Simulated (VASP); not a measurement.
# BaZrO3 (Pm-3m) in VASP: Born charges and dielectric tensor with LDA

Aim: the Born charges and dielectric tensor of BaZrO3 with LDA.

All numbers are computed with VASP 6.6.1; they aren't measurements. Logs are shortened: lines on timing, memory, paths and dates and some standing lists are left out, and cuts for length are marked.

## Step 1: Starting point

Symmetry: Pm-3m, No. 221, cubic system. The conventional cell has a = 4.189 Å, b = 4.189 Å, c = 4.189 Å, α = 90.00°, β = 90.00°, γ = 90.00°. Ba (site symmetry m-3m) is surrounded by 12 O at 2.96 Å. Around Zr (site symmetry m-3m) lie 6 O at 2.09 Å. O (site symmetry 4/mmm) has 2 Zr at 2.09 Å as nearest neighbours.

The cell is a database's computed one.

## Step 2: Born charges and dielectric tensor, LDA

INCAR reads:

```
  PREC = Accurate
  ENCUT = 600
  EDIFF = 1E-8
  ISMEAR = 0
  SIGMA = 0.02
  LREAL = F
  LASPH = T
  NELM = 60
  ALGO = Normal
  ISIF = 2
  LWAVE = F
  LCHARG = F
  GGA = CA
  LEPSILON = T
  IBRION = 8
  NSW = 1
```

KPOINTS reads:

```
Automatic mesh
0
Gamma
  6 6 6
```

POSCAR reads:

```
BaZrO3
1.0
    4.1893600000      0.0000000000      0.0000000000
    0.0000000000      4.1893600000      0.0000000000
    0.0000000000      0.0000000000      4.1893600000
Ba Zr O
1 1 3
Direct
    0.0000000000      0.0000000000      0.0000000000
    0.5000000000      0.5000000000      0.5000000000
    0.5000000000      0.0000000000      0.5000000000
    0.5000000000      0.5000000000      0.0000000000
    0.0000000000      0.5000000000      0.5000000000
```

Potentials or basis: VASP PAW LDA potentials, release 64 (Ba_sv, Zr_sv, O).

The run is started by

```sh
> cat potpaw_LDA.64/Ba_sv/POTCAR potpaw_LDA.64/Zr_sv/POTCAR potpaw_LDA.64/O/POTCAR > POTCAR
> mpirun -np 1 vasp_std > vasp.out
```

OUTCAR:

```text
PREC = Accurate
   ENCUT = 600
   EDIFF = 1E-8
   ISMEAR = 0
   LREAL = F
   LASPH = T
   NELM = 60
   ISIF = 2
   GGA = CA
   LEPSILON = T
   IBRION = 8
   NSW = 1

 ion  position               nearest neighbor table
   1  0.000  0.000  0.000-   3 2.96   4 2.96   5 2.96   3 2.96   5 2.96   4 2.96   5 2.96   5 2.96
                             3 2.96   4 2.96   3 2.96   4 2.96   2 3.63   2 3.63   2 3.63   2 3.63
   2  0.500  0.500  0.500-   3 2.09   4 2.09   5 2.09   4 2.09   3 2.09   5 2.09   1 3.63   1 3.63
                             1 3.63   1 3.63   1 3.63   1 3.63   1 3.63   1 3.63
   3  0.500  0.000  0.500-   2 2.09   2 2.09   1 2.96   1 2.96   1 2.96   1 2.96
   4  0.500  0.500  0.000-   2 2.09   2 2.09   1 2.96   1 2.96   1 2.96   1 2.96
   5  0.000  0.500  0.500-   2 2.09   2 2.09   1 2.96   1 2.96   1 2.96   1 2.96

  LATTYP: Found a simple cubic cell.
 ALAT       =     4.1893600000

  Lattice vectors:

 A1 = (   4.1893600000,   0.0000000000,   0.0000000000)
 A2 = (   0.0000000000,   4.1893600000,   0.0000000000)
 A3 = (   0.0000000000,   0.0000000000,   4.1893600000)

Analysis of symmetry for initial positions (statically):
=====================================================================
 Subroutine PRICEL returns:
 Original cell was already a primitive cell.

 Routine SETGRP: Setting up the symmetry group for a
 simple cubic supercell.

 Subroutine GETGRP returns: Found 48 space group operations
 (whereof 48 operations were pure point group operations)
 out of a pool of 48 trial point group operations.

The static configuration has the point symmetry O_h .

Analysis of symmetry for dynamics (positions and initial velocities):
=====================================================================
 Subroutine PRICEL returns:
 Original cell was already a primitive cell.

 Routine SETGRP: Setting up the symmetry group for a
 simple cubic supercell.

 Subroutine GETGRP returns: Found 48 space group operations
 (whereof 48 operations were pure point group operations)
 out of a pool of 48 trial point group operations.

The dynamic configuration has the point symmetry O_h .

 Subroutine INISYM returns: Found 48 space group operations
 (whereof 48 operations are pure point group operations),
 and found     1 'primitive' translations

----------------------------------------------------------------------------------------

                                     Primitive cell

  volume of cell :      73.5264

  direct lattice vectors                    reciprocal lattice vectors
     4.189360000  0.000000000  0.000000000     0.238699945  0.000000000  0.000000000
     0.000000000  4.189360000  0.000000000     0.000000000  0.238699945  0.000000000
     0.000000000  0.000000000  4.189360000     0.000000000  0.000000000  0.238699945

  length of vectors
     4.189360000  4.189360000  4.189360000     0.238699945  0.238699945  0.238699945

  position of ions in fractional coordinates (direct lattice)
     0.000000000  0.000000000  0.000000000
     0.500000000  0.500000000  0.500000000
     0.500000000  0.000000000  0.500000000
     0.500000000  0.500000000  0.000000000
     0.000000000  0.500000000  0.500000000

  ion indices of the primitive-cell ions
   primitive index   ion index
                 1           1
                 2           2
                 3           3
                 4           4
                 5           5

----------------------------------------------------------------------------------------

 KPOINTS: Automatic mesh

Automatic generation of k-mesh.
 Grid dimensions read from file:
 generate k-points for:    6    6    6

 Generating k-lattice:

  Cartesian coordinates                     Fractional coordinates (reciprocal lattice)
[... 707 lines left out ...]
    -0.00000  0.00000 -0.01023           ( -0.00000  0.00000  0.00007)

 PIEZOELECTRIC TENSOR FIELD DIRECTION 3  (C/m^2)
 -----------------------------------------------------------------------------
     0.00108  0.00000 -0.00000
     0.00000  0.00108  0.00000
    -0.00000  0.00000 -0.00223

[... ionic steps 4 to 9 ...]

--------------------------------------- Ionic step       10  -------------------------------------------

------------------------ aborting loop because EDIFF is reached ----------------------------------------

--------------------------------------- Ionic step       11  -------------------------------------------

 Free energy of the ion-electron system (eV)
  ---------------------------------------------------
  ---------------------------------------------------
  free energy    TOTEN  =        -0.37113320 eV

  energy without entropy =       -0.37113320

------------------------ aborting loop because EDIFF is reached ----------------------------------------

 INTERNAL STRAIN TENSOR  FOR ION    3  DIRECTION 2   (eV/Angst):
 -----------------------------------------------------------------------------
    -0.01207  0.00000 -0.00000
     0.00000  0.02910 -0.00000
    -0.00000 -0.00000 -0.01207

 MACROSCOPIC STATIC DIELECTRIC TENSOR (including local field effects in DFT)
 ------------------------------------------------------
           4.936180     0.000000     0.000000
           0.000000     4.936180    -0.000000
          -0.000000     0.000000     4.936180
 ------------------------------------------------------

 PIEZOELECTRIC TENSOR (including local field effects)  for field in x, y, z        (e  Angst)
          XX          YY          ZZ          XY          YZ          ZX
  --------------------------------------------------------------------------------
  x     0.00000     0.00000     0.00000     0.00000     0.00000     0.00000
  y     0.00000     0.00000     0.00000     0.00000     0.00000     0.00000
  z     0.00000     0.00000     0.00000     0.00000     0.00000     0.00000

 PIEZOELECTRIC TENSOR (including local field effects)  for field in x, y, z        (C/m^2)
          XX          YY          ZZ          XY          YZ          ZX
  --------------------------------------------------------------------------------
  x     0.00000     0.00000     0.00000     0.00000     0.00000     0.00000
  y     0.00000     0.00000     0.00000     0.00000     0.00000     0.00000
  z     0.00000     0.00000     0.00000     0.00000     0.00000     0.00000

 BORN EFFECTIVE CHARGES (including local field effects) (in |e|, cummulative output)
 ---------------------------------------------------------------------------------
 ion    1
    1     2.72372     0.00000    -0.00000
    2     0.00000     2.72372    -0.00000
    3    -0.00000    -0.00000     2.72372
 ion    2
    1     6.11581     0.00000    -0.00000
    2     0.00000     6.11581    -0.00000
    3    -0.00000     0.00000     6.11581
 ion    3
    1    -2.01072     0.00000     0.00000
    2     0.00000    -4.81810    -0.00000
    3     0.00000     0.00000    -2.01072
 ion    4
    1    -2.01072     0.00000     0.00000
    2    -0.00000    -2.01072     0.00000
    3    -0.00000    -0.00000    -4.81810
 ion    5
    1    -4.81810     0.00000    -0.00000
    2     0.00000    -2.01072    -0.00000
    3    -0.00000     0.00000    -2.01072

 INTERNAL STRAIN TENSOR FOR ION    5 for displacements in x,y,z  (eV/Angst):
          X           Y           Z          XY          YZ          ZX
  --------------------------------------------------------------------------------
  x     0.00000     0.00000     0.00000     0.00000     0.00000     0.00000
  y     0.00000     0.00000     0.00000     0.00000     0.00000     0.00000
  z     0.00000     0.00000     0.00000     0.00000     0.00000     0.00000

 SECOND DERIVATIVES (NOT SYMMETRIZED)
 ------------------------------------
               1X          1Y          1Z          2X          2Y          2Z          3X          3Y          3Z          4X          4Y          4Z          5X          5Y          5Z
  1X    -3.424977   -0.000000   -0.000000    3.450365    0.000000    0.000000   -0.609663   -0.000000   -0.000000   -0.609663   -0.000000   -0.000000    1.193938    0.000000   -0.000000
  1Y    -0.000000   -3.424977    0.000000    0.000000    3.450365    0.000000    0.000000    1.193938   -0.000000   -0.000000   -0.609663   -0.000000   -0.000000   -0.609663    0.000000
  1Z     0.000000    0.000000   -3.424977   -0.000000   -0.000000    3.450365   -0.000000   -0.000000   -0.609663    0.000000    0.000000    1.193938   -0.000000   -0.000000   -0.609663
  2X     3.443345    0.000000   -0.000000   -8.456550    0.000000    0.000000    0.358138   -0.000000   -0.000000    0.358138   -0.000000   -0.000000    4.296929    0.000000   -0.000000
  2Y     0.000000    3.443345    0.000000    0.000000   -8.456550    0.000000    0.000000    4.296929    0.000000   -0.000000    0.358138   -0.000000   -0.000000    0.358138   -0.000000
  2Z     0.000000    0.000000    3.443345    0.000000    0.000000   -8.456550   -0.000000   -0.000000    0.358138    0.000000    0.000000    4.296929   -0.000000   -0.000000    0.358138
  3X    -0.603055    0.000000    0.000000    0.350828    0.000000    0.000000   -2.534958    0.000000    0.000000   -0.537427    0.000000    0.000000    3.324612    0.000000    0.000000
  3Y     0.000000    1.188064   -0.000000   -0.000000    4.300522    0.000000    0.000000  -12.140672    0.000000   -0.000000    3.326043    0.000000   -0.000000    3.326043    0.000000
  3Z     0.000000    0.000000   -0.603055    0.000000    0.000000    0.350828    0.000000    0.000000   -2.534958    0.000000    0.000000    3.324612    0.000000    0.000000   -0.537427
  4X    -0.603055    0.000000    0.000000    0.350828    0.000000    0.000000   -0.537427    0.000000    0.000000   -2.534958    0.000000    0.000000    3.324612    0.000000    0.000000
  4Y     0.000000   -0.603055    0.000000    0.000000    0.350828    0.000000    0.000000    3.324612    0.000000    0.000000   -2.534958    0.000000    0.000000   -0.537427    0.000000
  4Z     0.000000    0.000000    1.188064    0.000000    0.000000    4.300522   -0.000000   -0.000000    3.326043   -0.000000   -0.000000  -12.140672   -0.000000   -0.000000    3.326043
  5X     1.188064   -0.000000    0.000000    4.300522   -0.000000    0.000000    3.326043   -0.000000    0.000000    3.326043   -0.000000    0.000000  -12.140672    0.000000    0.000000
  5Y     0.000000   -0.603055    0.000000    0.000000    0.350828    0.000000    0.000000    3.324612    0.000000    0.000000   -0.537427    0.000000    0.000000   -2.534958    0.000000
  5Z     0.000000    0.000000   -0.603055    0.000000    0.000000    0.350828    0.000000    0.000000   -0.537427    0.000000    0.000000    3.324612    0.000000    0.000000   -2.534958

 Eigenvectors and eigenvalues of the dynamical matrix
 ----------------------------------------------------

   1 f  =   14.803158 THz    93.010987 2PiTHz  493.780211 cm-1    61.220916 meV
             X         Y         Z           dx          dy          dz
      0.000000  0.000000  0.000000    -0.007049    0.029600    0.000000
      2.094680  2.094680  2.094680    -0.027998    0.117572    0.000000
      2.094680  0.000000  2.094680    -0.062370   -0.891316   -0.000000
      2.094680  2.094680  0.000000    -0.062370    0.261905   -0.000000
      0.000000  2.094680  2.094680     0.212257    0.261905   -0.000000
[... 105 lines left out ...]
  15 f/i=    0.001187 THz     0.007457 2PiTHz    0.039590 cm-1     0.004909 meV
             X         Y         Z           dx          dy          dz
      0.000000  0.000000  0.000000     0.320327   -0.038549    0.626346
      2.094680  2.094680  2.094680     0.261103   -0.031422    0.510544
      2.094680  0.000000  2.094680     0.109438   -0.013165    0.213989
      2.094680  2.094680  0.000000     0.109438   -0.013170    0.213903
      0.000000  2.094680  2.094680     0.109395   -0.013170    0.213989

--------------------------------------------------------------------------------------------------------

 MACROSCOPIC STATIC DIELECTRIC TENSOR IONIC CONTRIBUTION
 ------------------------------------------------------
          59.151599     0.000000    -0.000000
           0.000000    59.151599    -0.000000
          -0.000000    -0.000000    59.151599
 ------------------------------------------------------

 ELASTIC MODULI CONTR FROM IONIC RELAXATION (kBar)
 Direction    XX          YY          ZZ          XY          YZ          ZX
 --------------------------------------------------------------------------------
 XX           0.0000      0.0000      0.0000      0.0000      0.0000      0.0000
 YY           0.0000      0.0000      0.0000      0.0000      0.0000      0.0000
 ZZ           0.0000      0.0000      0.0000      0.0000      0.0000      0.0000
 XY           0.0000      0.0000      0.0000      0.0000      0.0000      0.0000
 YZ           0.0000      0.0000      0.0000      0.0000      0.0000      0.0000
 ZX           0.0000      0.0000      0.0000      0.0000      0.0000      0.0000
 --------------------------------------------------------------------------------

 PIEZOELECTRIC TENSOR IONIC CONTR  for field in x, y, z        (C/m^2)
          XX          YY          ZZ          XY          YZ          ZX
  --------------------------------------------------------------------------------
  x     0.00000     0.00000     0.00000     0.00000     0.00000     0.00000
  y     0.00000     0.00000     0.00000     0.00000     0.00000     0.00000
  z     0.00000     0.00000     0.00000     0.00000     0.00000     0.00000
```

Wall time 21 min (1 thread of Intel Xeon Platinum 8488C (Sapphire Rapids), shared host); peak memory 0.6 GiB.

What came out:

```yaml
Band_gap_on_the_k_mesh: 3.07 eV, indirect (least direct gap 3.29 eV)
Electronic_dielectric_tensor_diagonal: 4.94
Born_charges_mean_of_the_diagonal: Ba +2.72; Zr +6.12; O -2.95 e
Highest_phonon_frequency_at_Γ_LO-TO_splitting_left_out: 494 cm⁻¹
```

Phonon frequencies in cm⁻¹ (negative: imaginary):
```csv
q point,frequencies
"(0.000, 0.000, 0.000)",0 0 0 96 96 96 184 184 184 194 194 194 494 494 494
```

Electronic dielectric tensor:
```
4.94 0.00 0.00
0.00 4.94 0.00
0.00 0.00 4.94
```

Born effective charge tensors (e):
atom 1, Ba
```
2.72 0.00 0.00
0.00 2.72 0.00
0.00 0.00 2.72
```
atom 2, Zr
```
6.12 0.00 0.00
0.00 6.12 0.00
0.00 0.00 6.12
```
atom 3, O
```
-2.01  0.00  0.00
 0.00 -4.82  0.00
 0.00  0.00 -2.01
```
atom 4, O
```
-2.01  0.00  0.00
 0.00 -2.01  0.00
 0.00  0.00 -4.82
```
atom 5, O
```
-4.82  0.00  0.00
 0.00 -2.01  0.00
 0.00  0.00 -2.01
```

Caveat: spin-orbit coupling is left out, which moves the levels of the heavy elements. Expect the measured gap to be larger: semilocal functionals such as LDA lack the derivative discontinuity.
